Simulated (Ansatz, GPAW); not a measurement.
Given: the input of a run of GPAW 26.7.0 (ASE script) on Fe. 

File run.py:

```python
from ase import Atoms
from ase.dft.bandgap import bandgap
from ase.io import write
from ase.units import GPa
from gpaw import GPAW, PW

atoms = Atoms(['Fe'],
              cell=[[-1.443, 1.443, 1.443],
                    [1.443, -1.443, 1.443],
                    [1.443, 1.443, -1.443]],
              scaled_positions=[[0.0, 0.0, 0.0]],
              pbc=True)
atoms.set_initial_magnetic_moments([3.0])

calc = GPAW(mode=PW(600),
            xc='PBE',
            kpts={'size': (13, 13, 13), 'gamma': True},
            occupations={'name': 'methfessel-paxton', 'order': 0, 'width': 0.017},
            nbands=12,
            convergence={'density': 1e-05, 'energy': 1e-05},
            maxiter=150,
            txt='gpaw.txt')
atoms.calc = calc
energy = atoms.get_potential_energy()
forces = atoms.get_forces()
stress = atoms.get_stress()
calc.write('gs.gpw')
write('result.traj', atoms)
print(f'Energy: {energy:.6f} eV')
print('Forces (eV/A):')
print(forces.round(4))
print('Stress (GPa):', (stress / GPa).round(3))
print('Moments:', calc.get_magnetic_moments().round(3))
print('Fermi level:', round(calc.get_fermi_level(), 4), 'eV')
print(f'Gap: {bandgap(calc)[0]:.4f} eV, direct: {bandgap(calc, direct=True)[0]:.4f} eV')
```

Potentials or basis: GPAW PAW data sets (gpaw-data 1.2.1), pw.

The run is started by

```bash
$ OMP_NUM_THREADS=1 python run.py
```

**Question.** Translate it to Ansatz 0.2.0. Potentials or basis there: Ansatz PAW, cutoff 420 eV.

**Answer.** As run (cutoffs and basis follow the program's own potentials, and thresholds, step limits or extra output files can differ):

input.yaml

```yaml
crystal:
  lattice:
    - [-1.443, 1.443, 1.443]
    - [1.443, -1.443, 1.443]
    - [1.443, 1.443, -1.443]
  atoms:
    - { symbol: Fe, position: [0.0, 0.0, 0.0], spin: 3.0 }
hamiltonian:
  xc: pbe
  pseudopotentials: { kind: paw }
magnetization:
  spin_polarized: true
kpoints:
  mp_grid: { grid: [13, 13, 13] }
scf:
  occupations: { method: gaussian, width: 0.017 }
output:
  forces: true
  stress: true
  eigenvalues: true
  write_density: true
  write_potential: true
  elf: true
  volumetric_format: npy
```

Potentials or basis: Ansatz PAW.

The run is started by

```bash
$ ansatz run input.yaml --threads 2 --pin off --max-ram 5632MiB --backend cpu --events-out ev --progress --plain --runs-dir out
```

Both were run:

|  | GPAW | Ansatz |
| --- | --- | --- |
| Pressure | -8.0 GPa | -9.6 GPa |
| Net moment | 2.25 μB per cell | 2.25 μB per cell |

Ansatz's pressure holds a Pulay term of +0.09 GPa for its cutoff of 420 eV, which the other run lacks.

The potentials hold 8 and 16 valence electrons a cell.

Where Ansatz's input types no cutoff or centring, it takes its own default and a Γ-centred mesh.

The magnetic state is the one that the start led to; the real crystal's order can differ.

Pressure is positive in compression.
